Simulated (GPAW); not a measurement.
**Screening of a field by Zr2C(OH)2 MXene monolayer**

How does Zr2C(OH)2 MXene monolayer screen a perpendicular field?

Program: GPAW 26.7.0. Level of theory: GPAW, PAW setups; layer in a repeated cell with vacuum, relaxation of atoms and in-plane cell, in the first sound run; inputs show where later runs differ. Results are calculated unless marked as measured.

### 1. Set-up

The cell holds 7 atoms: 2 H, 2 O, 2 Zr and 1 C. Cell: a = 3.289 Å, b = 3.289 Å, c = 24.913 Å, α = 90.0°, β = 90.0°, γ = 120.0°. Vacuum lies along c.

### 2. Relaxing the atoms

The atoms are relaxed first, since the surface dipole, and with it the work function, follows the positions of the outer layers.

Contents of run.py:

```python
import json
import numpy as np
from ase import Atoms
from ase.filters import FrechetCellFilter
from ase.optimize import BFGS
from gpaw import GPAW, PW

slab = Atoms(
    ['H', 'O', 'Zr', 'C', 'Zr', 'O', 'H'],
    positions=[
        [-0.00000, 1.89891, 9.00000],
        [-0.00000, 1.89891, 9.98000],
        [1.64450, 0.94945, 11.15872],
        [0.00000, 0.00000, 12.45647],
        [-0.00000, 1.89891, 13.75423],
        [1.64450, 0.94945, 14.93295],
        [1.64450, 0.94945, 15.91295]],
    cell=[[3.289, 0.0, 0.0], [-1.6445, 2.84836, 0.0], [0.0, 0.0, 24.9129]],
    pbc=[True, True, True])

slab.calc = GPAW(mode=PW(600), xc='PBE', kpts={'size': (12, 12, 1), 'gamma': True},
                 occupations={'name': 'fermi-dirac', 'width': 0.05}, nbands='160%',
                 convergence={'density': 1e-05}, maxiter=200,
                 symmetry={'tolerance': 1e-3}, txt='slab.txt')
result = {}
# The in-plane cell is free; stress needs a cell that repeats along all three vectors
path = []
opt = BFGS(FrechetCellFilter(slab, mask=[1, 1, 0, 0, 0, 1]), maxstep=0.2)
opt.attach(lambda: path.append((slab.get_potential_energy(), slab.positions.tolist(), slab.get_forces().tolist())))
result['relaxed'] = bool(opt.run(fmax=0.02, steps=45))
result['path'] = path
result['cell'] = slab.cell.tolist()
print('in-plane lattice', slab.cell.cellpar().round(4)[[0, 1, 5]])
energy = slab.get_potential_energy()
fermi = slab.calc.get_fermi_level()
v = slab.calc.get_electrostatic_potential().mean((0, 1)) - fermi
n = slab.calc.get_pseudo_density().mean((0, 1))
L = slab.cell[2, 2]
z = np.arange(len(v)) * L / len(v)
low, high = slab.positions[:, 2].min(), slab.positions[:, 2].max()
below, above = np.interp([low - 6.8, high + 6.8], z, v)
slopes = [np.interp(x, z, np.gradient(v, z)) for x in (low - 6.8, high + 6.8)]
eps = np.array([[slab.calc.get_eigenvalues(k, s) for k in range(len(slab.calc.get_ibz_k_points()))]
                for s in range(slab.calc.get_number_of_spins())]) - fermi
top, bottom = eps[eps < 0].max(), eps[eps > 0].min()
dipole = slab.get_dipole_moment()[2]
print(f'energy {energy:.4f} eV, Fermi level {fermi:.4f} eV, dipole {dipole:.5f} e A')
print(f'potential 6.8 A off the faces, from the Fermi level: lower {below:.4f} eV, upper {above:.4f} eV')
print(f'slope of the potential there: lower {slopes[0]:.5f}, upper {slopes[1]:.5f} eV/A')
print(f'nearest levels on the mesh: {top:.4f} and {bottom:.4f} eV')
print('magnetic moment', round(slab.get_magnetic_moment(), 3))
result.update(energy=energy, fermi=fermi, dipole=dipole, below=below, above=above, slopes=slopes, edges=[top, bottom],
              z=z.tolist(), v=v.tolist(), n=n.tolist(), positions=slab.positions.tolist(),
              forces=slab.get_forces(apply_constraint=False).tolist(), moments=slab.get_magnetic_moments().tolist())
json.dump(result, open('result.json', 'w'))
```

Command:

```console
$ OMP_NUM_THREADS=1 OPENBLAS_NUM_THREADS=1 python run.py
```

The log of the run:

```text
Step          Energy          fmax
BFGS:    0      -50.803239        2.600543
BFGS:    1      -50.998114        1.369820
BFGS:    2      -51.100347        0.410896
BFGS:    3      -51.109708        0.303216
BFGS:    4      -51.145638        0.406109
BFGS:    5      -51.161810        0.266440
BFGS:    6      -51.166809        0.121579
BFGS:    7      -51.166779        0.125938
BFGS:    8      -51.166059        0.119442
BFGS:    9      -51.163554        0.144696
BFGS:   10      -51.158816        0.164458
BFGS:   11      -51.153582        0.104402
BFGS:   12      -51.152174        0.030314
BFGS:   13      -51.152725        0.003785
in-plane lattice [  3.2769   3.2769 120.    ]
energy -51.1413 eV, Fermi level 1.5448 eV, dipole 0.00079 e A
potential 6.8 A off the faces, from the Fermi level: lower 2.0999 eV, upper 2.0974 eV
slope of the potential there: lower -0.00017, upper 0.00138 eV/A
nearest levels on the mesh: -0.0139 and 0.0003 eV
magnetic moment 0.0
```

It took 22 min on 1 thread of Arm Neoverse V1, shared host; peak memory 0.52 GiB.

This step gave:

```
dipole along the normal                    : 7.86e-4 e·Å
levels nearest the Fermi level on the mesh : -0.01389, 3.33e-4 eV from the Fermi level
```

The electrostatic potential energy of an electron (without an applied field's), less the Fermi level, planar mean by z:

```tsv
z (Å)	electrostatic potential energy of an electron (without an applied field's), less the Fermi level, planar mean (eV)
0.0	2.10
0.5	2.10
1.0	2.10
1.5	2.10
2.0	2.10
2.5	2.10
3.0	2.10
3.5	2.10
4.0	2.09
4.5	2.09
5.0	2.07
5.5	2.05
6.0	2.00
6.5	1.92
7.0	1.78
7.5	1.53
8.0	1.10
8.5	0.0929
9.0	-0.764
9.5	-3.17
10.0	-8.58
10.5	-7.91
11.0	-20.2
11.5	-17.7
12.0	-7.75
12.5	-11.0
13.0	-8.38
13.5	-19.8
14.0	-18.1
14.5	-6.71
15.0	-9.51
15.5	-1.77
16.0	-1.10
16.5	0.345
17.0	1.19
17.5	1.57
18.0	1.80
18.5	1.93
19.0	2.00
19.5	2.05
20.0	2.07
20.5	2.08
21.0	2.09
21.5	2.09
22.0	2.10
22.5	2.10
23.0	2.10
23.5	2.10
24.0	2.10
24.5	2.10
```

The pseudo valence density, planar mean oscillates, so the rows of the table below give means over windows of 1.38 Å about each position, cut where the curve ends. Its maxima inside the range that stand out by 2 % of the span (Å: e/Å³): 9.9: 0.824, 11.2: 1.16, 13.7: 1.16, 15.1: 0.824. Its minima: 10.6: 0.434, 12.8: 0.517, 14.4: 0.434.

Table of pseudo valence density, planar mean by z; means over each step:

```tsv
z (Å)	pseudo valence density, planar mean (e/Å³)
3.45	4.0e-5
4.83	2.3e-4
6.21	0.00106
7.59	0.00687
8.97	0.222
10.35	0.650
11.73	0.742
13.11	0.714
14.49	0.668
15.87	0.258
17.25	0.00832
18.63	0.00114
20.01	2.5e-4
21.39	4.5e-5
```

The relaxation lowered the energy of the cell by 0.347 eV (energies extrapolated to zero smearing; the optimiser's log prints free energies). The largest force left on a free atom is 0.0038 eV/Å.

### 3. The slab's potential

With the geometry fixed, the planar mean of the potential gives the vacuum level on each side.

This step: GPAW, PAW setups; slab in vacuum (GPAW 26.7.0).

The cell differs from the one that the last finished run ended in (c 24.913 → 25.182 Å).

Contents of run.py:

```python
import json
import numpy as np
from ase import Atoms
from gpaw import GPAW, PW

slab = Atoms(
    ['H', 'O', 'Zr', 'C', 'Zr', 'O', 'H'],
    positions=[
        [-0.00000, 1.89192, 9.00000],
        [-0.00000, 1.89192, 9.97622],
        [1.63844, 0.94595, 11.33937],
        [-0.00000, 0.00000, 12.59094],
        [-0.00000, 1.89192, 13.84251],
        [1.63844, 0.94595, 15.20567],
        [1.63844, 0.94595, 16.18189]],
    cell=[[3.27688, -0.0, 0.0], [-1.63844, 2.83787, 0.0], [0.0, 0.0, 25.1819]],
    pbc=[True, True, False])

slab.calc = GPAW(mode=PW(500), xc='PBE', kpts={'size': (12, 12, 1), 'gamma': True},
                 occupations={'name': 'fermi-dirac', 'width': 0.05}, nbands='160%',
                 convergence={'density': 1e-05}, maxiter=200,
                 poissonsolver={'dipolelayer': 'xy'},
                 symmetry={'tolerance': 1e-3}, txt='slab.txt')
result = {}
energy = slab.get_potential_energy()
fermi = slab.calc.get_fermi_level()
v = slab.calc.get_electrostatic_potential().mean((0, 1)) - fermi
n = slab.calc.get_pseudo_density().mean((0, 1))
L = slab.cell[2, 2]
z = np.arange(len(v)) * L / len(v)
low, high = slab.positions[:, 2].min(), slab.positions[:, 2].max()
below, above = np.interp([low - 6.8, high + 6.8], z, v)
slopes = [np.interp(x, z, np.gradient(v, z)) for x in (low - 6.8, high + 6.8)]
eps = np.array([[slab.calc.get_eigenvalues(k, s) for k in range(len(slab.calc.get_ibz_k_points()))]
                for s in range(slab.calc.get_number_of_spins())]) - fermi
top, bottom = eps[eps < 0].max(), eps[eps > 0].min()
dipole = slab.get_dipole_moment()[2]
print(f'energy {energy:.4f} eV, Fermi level {fermi:.4f} eV, dipole {dipole:.5f} e A')
print(f'potential 6.8 A off the faces, from the Fermi level: lower {below:.4f} eV, upper {above:.4f} eV')
print(f'slope of the potential there: lower {slopes[0]:.5f}, upper {slopes[1]:.5f} eV/A')
print(f'nearest levels on the mesh: {top:.4f} and {bottom:.4f} eV')
print('magnetic moment', round(slab.get_magnetic_moment(), 3))
result.update(energy=energy, fermi=fermi, dipole=dipole, below=below, above=above, slopes=slopes, edges=[top, bottom],
              z=z.tolist(), v=v.tolist(), n=n.tolist(), positions=slab.positions.tolist(),
              forces=slab.get_forces(apply_constraint=False).tolist(), moments=slab.get_magnetic_moments().tolist())
json.dump(result, open('result.json', 'w'))
```

The log of the run:

```text
energy -50.4054 eV, Fermi level 1.5041 eV, dipole -0.00025 e A
potential 6.8 A off the faces, from the Fermi level: lower 2.0991 eV, upper 2.1040 eV
slope of the potential there: lower -0.00100, upper 0.00100 eV/A
nearest levels on the mesh: -0.0008 and 0.0065 eV
magnetic moment 0.0
```

Wall time 1.8 min (1 thread); peak memory 0.32 GiB.

This step gave:

| Item | Value |
| --- | --- |
| dipole along the normal | -2.48e-4 e·Å |
| levels nearest the Fermi level on the mesh | -7.89e-4, 0.006506 eV from the Fermi level |
| upper work function | 2.104 eV |
| lower work function | 2.099 eV |

The electrostatic potential energy of an electron (without an applied field's), less the Fermi level, planar mean oscillates, so the rows of the table below give means over windows of 1.77 Å about each position, cut where the curve ends. Its maxima inside the range that stand out by 2 % of the span (Å: eV): 9.3: -0.293, 10.4: -5.93, 12.2: -7.68, 13.0: -7.68, 14.7: -5.92, 15.9: -0.288. Its minima: 9.0: -1.15, 10.0: -9.78, 11.4: -22.3, 12.6: -11.2, 13.8: -22.3, 15.2: -9.78, 16.2: -1.14.

Electrostatic potential energy of an electron (without an applied field's), less the Fermi level, planar mean against z; means over each step:

z (Å), electrostatic potential energy of an electron (without an applied field's), less the Fermi level, planar mean (eV) and a bar from the least value:
```
     0.89        2.1 ##############################
     2.66        2.1 ##############################
     4.43        2.1 ##############################
     6.20        2.0 ##############################
     7.97        1.1 ############################
     9.74       -4.4 ##################
    11.51      -14.4 
    13.28      -14.0 #
    15.05       -7.0 #############
    16.82        0.5 ###########################
    18.59        1.9 ##############################
    20.36        2.1 ##############################
    22.13        2.1 ##############################
    23.90        2.1 ##############################
```

The pseudo valence density, planar mean oscillates, so the rows of the table below give means over windows of 1.31 Å about each position, cut where the curve ends. Its maxima inside the range that stand out by 2 % of the span (Å: e/Å³): 10.1: 0.803, 11.4: 1.16, 13.8: 1.16, 15.1: 0.803. Its minima: 10.6: 0.422, 12.1: 0.516, 14.5: 0.422.

Pseudo valence density, planar mean against z; means over each step:

```tsv
z (Å)	pseudo valence density, planar mean (e/Å³)
3.28	2.6e-5
4.58	1.4e-4
5.90	6.6e-4
7.21	0.00265
8.52	0.0577
9.82	0.537
11.13	0.792
12.45	0.537
13.76	0.820
15.06	0.582
16.38	0.113
17.69	0.00418
19.00	8.9e-4
20.31	2.1e-4
21.62	3.9e-5
```

Force by atom:

```tsv
atom	x (eV/Å)	y (eV/Å)	z (eV/Å)	size
H1	0.000	0.000	-0.105	0.105
O2	0.000	0.000	0.020	0.020
Zr3	0.000	0.000	0.013	0.013
C4	0.000	0.000	0.000	0.000
Zr5	0.000	0.000	-0.013	0.013
O6	0.000	0.000	-0.020	0.020
H7	0.000	0.000	0.105	0.105
```

The potential is flat to 0.001 eV/Å where it is read, so the vacuum is wide enough.

### 4. Field on

A uniform field along the normal polarises the slab; the atoms stay fixed, so this is the electronic response alone.

Edit run.py of step 3 so:

```diff
@@ -4,2 +4,3 @@
 from gpaw import GPAW, PW
+from gpaw.external import ConstantElectricField
 
@@ -22,2 +23,3 @@
                  poissonsolver={'dipolelayer': 'xy'},
+                 external=ConstantElectricField(-0.2, [0, 0, 1]),
                  symmetry={'tolerance': 1e-3}, txt='slab.txt')
```

The log of the run:

```text
energy -50.4194 eV, Fermi level 1.4822 eV, dipole -0.13928 e A
potential 6.8 A off the faces, from the Fermi level: lower 0.7975 eV, upper 3.5061 eV
slope of the potential there: lower -0.00068, upper 0.00325 eV/A
nearest levels on the mesh: -0.0012 and 0.0017 eV
magnetic moment 0.0
```

Elapsed: 7.5 min, on 1 thread; peak memory 0.69 GiB.

Numbers from this step:

* dipole along the normal: -0.1393 e·Å
* levels nearest the Fermi level on the mesh: -0.001223, 0.001726 eV from the Fermi level
* potential below the slab, the applied field's own ramp left out: 0.7975 eV from the Fermi level
* potential above the slab, the applied field's own ramp left out: 3.506 eV from the Fermi level

The electrostatic potential energy of an electron (without an applied field's), less the Fermi level, planar mean oscillates, so the rows of the table below give means over windows of 1 Å about each position, cut where the curve ends. Its maxima inside the range that stand out by 2 % of the span (Å: eV): 9.3: -1.00, 10.4: -6.38, 12.2: -7.75, 13.0: -7.60, 14.7: -5.48, 15.9: 0.408, 24.6: 3.51. Its minima: 9.0: -1.95, 10.0: -10.3, 11.3: -22.6, 12.6: -11.2, 13.8: -22.1, 15.2: -9.23, 16.2: -0.362.

The electrostatic potential energy of an electron (without an applied field's), less the Fermi level, planar mean by z; means over each step:

```tsv
z (Å)	electrostatic potential energy of an electron (without an applied field's), less the Fermi level, planar mean (eV)
0	1.31
1	0.798
2	0.798
3	0.797
4	0.794
5	0.786
6	0.752
7	0.626
8	0.160
9	-1.31
10	-7.11
11	-16.1
12	-11.8
13	-10.2
14	-17.5
15	-6.93
16	-0.296
17	1.91
18	2.91
19	3.28
20	3.43
21	3.48
22	3.50
23	3.51
24	3.51
25	3.26
```

Force by atom:

```tsv
atom	x (eV/Å)	y (eV/Å)	z (eV/Å)	size
H1	0.000	0.000	-0.079	0.079
O2	0.000	0.000	-0.035	0.035
Zr3	0.000	0.000	0.056	0.056
C4	0.000	0.000	-0.008	0.008
Zr5	0.000	0.000	0.013	0.013
O6	0.000	0.000	-0.058	0.058
H7	0.000	0.000	0.119	0.119
```

The dipole is now -0.139 e Å, against -2.5e-4 in the run without a field.

### 5. Field on

Edit run.py of step 4 so:

```diff
@@ -23,3 +23,3 @@
                  poissonsolver={'dipolelayer': 'xy'},
-                 external=ConstantElectricField(-0.2, [0, 0, 1]),
+                 external=ConstantElectricField(-0.1, [0, 0, 1]),
                  symmetry={'tolerance': 1e-3}, txt='slab.txt')
```

The log of the run:

```text
energy -50.4089 eV, Fermi level 1.4990 eV, dipole -0.06942 e A
potential 6.8 A off the faces, from the Fermi level: lower 1.4381 eV, upper 2.7883 eV
slope of the potential there: lower -0.00074, upper 0.00166 eV/A
nearest levels on the mesh: -0.0009 and 0.0059 eV
magnetic moment 0.0
```

It took 8.4 min on 1 thread; peak memory 0.69 GiB.

Numbers from this step:

```
dipole along the normal                                         : -0.06942 e·Å
levels nearest the Fermi level on the mesh                      : -8.65e-4, 0.005853 eV from the Fermi level
potential below the slab, the applied field's own ramp left out : 1.438 eV from the Fermi level
potential above the slab, the applied field's own ramp left out : 2.788 eV from the Fermi level
```

Electrostatic potential energy of an electron (without an applied field's), less the Fermi level, planar mean against z:

z (Å), electrostatic potential energy of an electron (without an applied field's), less the Fermi level, planar mean (eV) and a bar from the least value:
```
      0.0        2.1 #############################
      0.5        1.4 ############################
      1.0        1.4 ############################
      1.5        1.4 ############################
      2.0        1.4 ############################
      2.5        1.4 ############################
      3.0        1.4 ############################
      3.5        1.4 ############################
      4.0        1.4 ############################
      4.5        1.4 ############################
      5.0        1.4 ############################
      5.5        1.4 ############################
      6.0        1.4 ############################
      6.5        1.3 ############################
      7.0        1.2 ############################
      7.5        1.1 ############################
      8.0        0.7 ###########################
      8.5        0.0 ##########################
      9.0       -1.5 #########################
      9.5       -1.5 #########################
     10.0      -10.0 ##############
     10.5       -6.5 ##################
     11.0      -17.0 #####
     11.5      -20.9 
     12.0       -9.1 ###############
     12.5      -10.7 #############
     13.0       -7.7 #################
     13.5      -16.3 ######
     14.0      -20.9 
     14.5       -8.6 ################
     15.0       -7.7 #################
     15.5       -3.8 ######################
     16.0       -0.2 ##########################
     16.5        0.4 ###########################
     17.0        1.5 ############################
     17.5        2.0 #############################
     18.0        2.3 #############################
     18.5        2.5 ##############################
     19.0        2.6 ##############################
     19.5        2.7 ##############################
     20.0        2.7 ##############################
     20.5        2.8 ##############################
     21.0        2.8 ##############################
     21.5        2.8 ##############################
     22.0        2.8 ##############################
     22.5        2.8 ##############################
     23.0        2.8 ##############################
     23.5        2.8 ##############################
     24.0        2.8 ##############################
     24.5        2.8 ##############################
     25.0        2.5 ##############################
```

Force by atom:

```tsv
atom	x (eV/Å)	y (eV/Å)	z (eV/Å)	size
H1	0.000	0.000	-0.093	0.093
O2	0.000	0.000	-0.005	0.005
Zr3	0.000	0.000	0.033	0.033
C4	0.000	0.000	-0.004	0.004
Zr5	0.000	0.000	0.002	0.002
O6	0.000	0.000	-0.042	0.042
H7	0.000	0.000	0.113	0.113
```

The dipole is now -0.0694 e Å, against -2.5e-4 in the run without a field.

### 6. Field on

Edit run.py of step 5 so:

```diff
@@ -23,3 +23,3 @@
                  poissonsolver={'dipolelayer': 'xy'},
-                 external=ConstantElectricField(-0.1, [0, 0, 1]),
+                 external=ConstantElectricField(-0.05, [0, 0, 1]),
                  symmetry={'tolerance': 1e-3}, txt='slab.txt')
```

The log of the run:

```text
energy -50.4063 eV, Fermi level 1.5030 eV, dipole -0.03467 e A
potential 6.8 A off the faces, from the Fermi level: lower 1.7669 eV, upper 2.4412 eV
slope of the potential there: lower -0.00084, upper 0.00126 eV/A
nearest levels on the mesh: -0.0007 and 0.0065 eV
magnetic moment 0.0
```

Run time: 7.5 min. Hardware: 1 thread; peak memory 0.69 GiB.

Table of electrostatic potential energy of an electron (without an applied field's), less the Fermi level, planar mean by z:

```tsv
z (Å)	electrostatic potential energy of an electron (without an applied field's), less the Fermi level, planar mean (eV)
0.0	2.10
0.5	1.77
1.0	1.77
1.5	1.77
2.0	1.77
2.5	1.77
3.0	1.77
3.5	1.76
4.0	1.76
4.5	1.76
5.0	1.75
5.5	1.73
6.0	1.70
6.5	1.63
7.0	1.52
7.5	1.33
8.0	0.989
8.5	0.251
9.0	-1.32
9.5	-1.38
10.0	-9.84
10.5	-6.40
11.0	-17.0
11.5	-20.8
12.0	-9.03
12.5	-10.7
13.0	-7.68
13.5	-16.4
14.0	-21.0
14.5	-8.68
15.0	-7.80
15.5	-4.00
16.0	-0.398
16.5	0.142
17.0	1.28
17.5	1.77
18.0	2.05
18.5	2.22
19.0	2.32
19.5	2.37
20.0	2.40
20.5	2.42
21.0	2.43
21.5	2.44
22.0	2.44
22.5	2.44
23.0	2.44
23.5	2.44
24.0	2.44
24.5	2.44
25.0	2.28
```

[end of part 1 of 2]

[Logs are printed without paths, hosts, clocks, repeated set-up lines and the standing remarks that a program may print on its own settings, such as how far it seeks lower states.]

[Hosts, paths, dates, database ids (printed as entryN), source tags and the programs' standing remarks are cut or masked in the printed files.]
